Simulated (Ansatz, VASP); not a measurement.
**One calculation of WSe4, two programs**

```
W Se
1.0
    -3.52186    3.52186    3.52186
     3.52186   -3.52186    3.52186
     3.52186    3.52186   -3.52186
W Se
1 4
Direct
  0.00000 0.00000 0.00000
  0.00000 0.61823 0.00000
  0.38177 0.38177 0.38177
  0.00000 0.00000 0.61823
  0.61823 0.00000 0.00000
```

Change from the starting cell: species swapped into the GeF4 type (I-43m, No. 217).

Alike in both runs: functional PBE; k mesh 4 × 4 × 4; occupations gaussian, width 0.1 eV; no spin polarisation.

Ansatz relaxed the structure, and its values are those at the end. VASP's run is a single point on that final structure, the one shown.

|  | VASP | Ansatz |
| --- | --- | --- |
| version | VASP 6.6.1 | Ansatz 0.2.0 |
| potentials or method | VASP PAW PBE potentials, release 64 (W_sv, Se) | scalar-relativistic, plane waves, PAW |
| plane-wave cutoff (eV) | 520 | 420 |
| valence electrons in the cell | 38 | 78 |

Ansatz gave:

```
gap on the k mesh at the Fermi level (eV) : none
pressure (GPa)                            : 0.2
rms of the force components (eV/Å)        : 0.022
```

Question: Estimate VASP's values.

Answer: gap on the k mesh at the Fermi level (eV): none; pressure (GPa): 0.3; rms of the force components (eV/Å): 0.040.

A gap of «none» marks a metal or a gap that the smearing closes. The two sets of potentials don't hold the same shells in valence.

Spin-orbit coupling is left out, which matters for the levels of W.
